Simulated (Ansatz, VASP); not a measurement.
Ni in VASP and in Ansatz

The input INCAR:

```
SYSTEM = Ni
PREC = Accurate
ENCUT = 520
EDIFF = 1E-7
ISMEAR = -1
SIGMA = 0.1
LREAL = .False.
LASPH = .True.
NELM = 80
ALGO = Normal
ISIF = 2
LWAVE = .False.
LCHARG = .True.
GGA = PE
LELF = .True.
LVHAR = .True.
NBANDS = 11
```

File KPOINTS:

```
Automatic mesh
0
Gamma
  25 25 25
  0 0 0
```

Contents of POSCAR:

```
Ni
1.0
    0.0000000000      1.8029097120      1.8029097120
    1.8029097120      0.0000000000      1.8029097120
    1.8029097120      1.8029097120      0.0000000000
Ni
1
Direct
    0.0000000000      0.0000000000      0.0000000000
```

Input for Ansatz:

```yaml
crystal:
  lattice:
    - [0.0, 1.802909712, 1.802909712]
    - [1.802909712, 0.0, 1.802909712]
    - [1.802909712, 1.802909712, 0.0]
  atoms:
    - { symbol: Ni, position: [0.0, 0.0, 0.0] }
hamiltonian:
  xc: pbe
  pseudopotentials:
    kind: paw
    azcp:
      Ni: "pseudopotentials/Ni.paw.azcp"
basis:
  ecutwfc: 420
  fft_grid_basis: typed
kpoints:
  mp_grid: { grid: [25, 25, 25], shift: [0, 0, 0] }
magnetization:
  spin_polarized: false
scf:
  occupations: { method: fermi_dirac, width: 0.1 }
output:
  stress: true
```

Alike in both runs: task single point; functional PBE; k mesh 25 × 25 × 25; occupations fermi-dirac, width 0.1 eV; no spin polarisation.

|  | VASP | Ansatz |
| --- | --- | --- |
| version | VASP 6.6.1 | Ansatz 0.2.0 |
| potentials or method | VASP PAW PBE potentials, release 64 (Ni) | plane waves (420 eV) with PAW, scalar-relativistic |
| plane-wave cutoff (eV) | 520 | 420 |
| valence electrons in the cell | 10 | 18 |

```tsv
	VASP	Ansatz	Ansatz less VASP
pressure (GPa)	-12.5	-12.7	-0.23
```

The two sets of potentials don't hold the same shells in valence.

Caveats: the run has no spin polarisation, though such a crystal can be magnetic. Spin polarisation is off, so any magnetic state and its effect on volume and gap are missing.
